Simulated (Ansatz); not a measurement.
**Pt: stress in a strained cell**

Aim: deform Pt (equal xy, yz and zx engineering shear strains of -1.5 %) and compute stress, forces and field gradients with LAPW, PAW and all-electron datasets made for the crystal.

The COD entry's cell or inner coordinates are ideal or old and differ from later refinements, so a difference from it is no clean test against experiment.

Program: Ansatz 0.2.0. Level of theory: DFT PBE, scalar-relativistic. These are calculated values, not measurements.

### 1 The starting structure

It takes space group Fm-3m (No. 225, cubic). Conventional cell: a = 3.916 Å, b = 3.916 Å, c = 3.916 Å, α = 90.00°, β = 90.00°, γ = 90.00°. Pt (site symmetry m-3m) has 12 Pt at 2.77 Å in its first shell of neighbours.

As a file:

```
CELL_PARAMETERS angstrom
0.00000 1.95790 1.95790
1.95790 0.00000 1.95790
1.95790 1.95790 0.00000
ATOMIC_POSITIONS crystal
Pt 0.00000 0.00000 0.00000
```

### 2 After the deformation

Space group Fm-3m before, R-3m after.

### 3 All-electron LAPW

Contents of input.yaml:

```yaml
crystal:
  lattice:
    - [-0.0293685, 1.94321575, 1.94321575]
    - [1.94321575, -0.0293685, 1.94321575]
    - [1.94321575, 1.94321575, -0.0293685]
  atoms:
    - { symbol: Pt, position: [0.0, 0.0, 0.0] }
kpoints:
  mp_grid: { grid: [18, 18, 18] }
scf:
  occupations: { method: fermi_dirac, width: 0.03 }
hamiltonian:
  xc: pbe
  pseudopotentials: { kind: all_electron, lapw: { basis_error: 0.00025 } }
output:
  forces: true
  stress: true
  eigenvalues: true
```

Launch:

```sh
> ansatz run input.yaml --threads 1 --pin off --max-ram 2048MiB --backend cpu --events-out ev --progress --plain --runs-dir out
```

### 4 Frozen-core PAW

input.yaml, as its differences from that of step 3:

```diff
@@ -13,3 +13,3 @@
   xc: pbe
-  pseudopotentials: { kind: all_electron, lapw: { basis_error: 0.00025 } }
+  pseudopotentials: { kind: paw }
 output:
@@ -18 +18,2 @@
   eigenvalues: true
+  efg: { contact_densities: true }
```

### 5 All-electron PAW on datasets made for the crystal

input.yaml, as its differences from that of step 4:

```diff
@@ -13,3 +13,3 @@
   xc: pbe
-  pseudopotentials: { kind: paw }
+  pseudopotentials: { kind: all_electron, datasets: crystal }
 output:
```

(Steps that only read results are left out.)

What does the calculation give? Wanted: pressure; largest shear or deviatoric stress.

**Answer**, as computed:

| quantity | value |
| --- | --- |
| pressure | LAPW 11.58, PAW 11.63, crystal datasets 11.59 GPa |
| largest shear or deviatoric stress (LAPW) | 1.17 GPa |

**Reading.** The largest part of the stress beyond the pressure is 1.17 GPa in size. No run of the undeformed cell stands beside it, so pressure and stress hold what the given cell had before the change, as far as its symmetry allows. PAW: stress within 0.06 GPa of LAPW. Crystal datasets: stress within 0.01 GPa of LAPW. Spin-orbit coupling is left out, though the cell holds Pt; in elements this heavy it can shift bands and gaps by tenths of an eV.
